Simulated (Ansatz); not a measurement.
Runs of Ansatz 0.2.0 on NiO. Symmetry: Fm-3m, No. 225, cubic system. Conventional cell: a = 4.172 Å, b = 4.172 Å, c = 4.172 Å, α = 90.00°, β = 90.00°, γ = 90.00°. Ni (site symmetry m-3m) has 6 O at 2.09 Å as nearest neighbours. O (site symmetry m-3m) has 6 Ni at 2.09 Å as nearest neighbours. 

| task | level | spin | U | cell | cutoff (eV) | smearing | gap on the mesh (eV) | pressure (GPa) | moment (μB) | relaxed volume (Å³/atom) |
| --- | --- | --- | --- | --- | --- | --- | --- | --- | --- | --- |
| relaxation of cell and atoms | BLYP+D4 | collinear, ferromagnetic start | - | relaxed | - | fermi-dirac 0.05 eV | - | 0.0 | 1.82 | 9.44 |
| relaxation of cell and atoms | RPBE+D3(BJ) | collinear, ferromagnetic start | - | relaxed | - | fermi-dirac 0.05 eV | - | 0.0 | 1.85 | 9.02 |
| single point | PBE | collinear, ferromagnetic start | - | as given | 378 | gaussian 0.027 eV | none | 6.6 | 1.82 | - |
| density of states | PBEsol+U | collinear, ferromagnetic start | Ni d U = 2 eV | as given | 378 | fermi-dirac 0.05 eV | 0.13 | 0.5 | (b) | - |
| band structure | revPBE | collinear, ferromagnetic start | - | as given | 378 | fermi-dirac 0.05 eV | - | 11.6 | 1.84 | - |
| single point | PBE | collinear, ferromagnetic start | - | as given | 378 | gaussian 0.012 eV | none | 6.6 | 1.81 | - |
| relaxation of cell and atoms | revPBE+D4 | collinear, ferromagnetic start | - | relaxed | - | fermi-dirac 0.05 eV | - | 0.0 | 1.86 | 9.21 |
| relaxation of cell and atoms | PBE+D4 | collinear, ferromagnetic start | - | relaxed | - | fermi-dirac 0.05 eV | - | 0.0 | 1.80 | 9.17 |
| relaxation of cell and atoms | BLYP | collinear, program default start | - | relaxed | - | tetrahedron | none | 0.0 | 1.96 | 9.86 |
| relaxation of cell and atoms | PBEsol | collinear, ferromagnetic start | - | relaxed | - | fermi-dirac 0.05 eV | - | 0.0 | (a) | 8.74 |
| single point | PBEsol | off | - | as given | 378 | fermi-dirac 0.05 eV | none | -11.7 | - | - |
| single point | PBEsol | collinear, ferromagnetic start | - | as given | 378 | gaussian 0.05 eV | none | -6.7 | 1.51 | - |

Alike in all rows: potentials or basis all-electron LAPW, scalar-relativistic; k mesh 11 × 11 × 11; basis error allowed 0.001 eV/atom.

Problem. Fill in the values left out.

Solution. (a) 1.32; (b) 2.00.

Caveats: a cell with one magnetic atom can't hold antiferromagnetic order, which such compounds often take (some runs); semilocal functionals often make such compounds metallic where correlation or magnetic order opens a gap, which also shifts bond lengths (some runs); the magnetic state may not be the lowest (some runs); U is the effective U less J, on atomic orbitals that reach past the spheres (some runs); an odd mesh through Γ misses points on the zone boundary, where band edges often lie (some runs).

A gap of «none» marks a metal or a gap under the smearing width.

Not every run made on this cell is shown here.
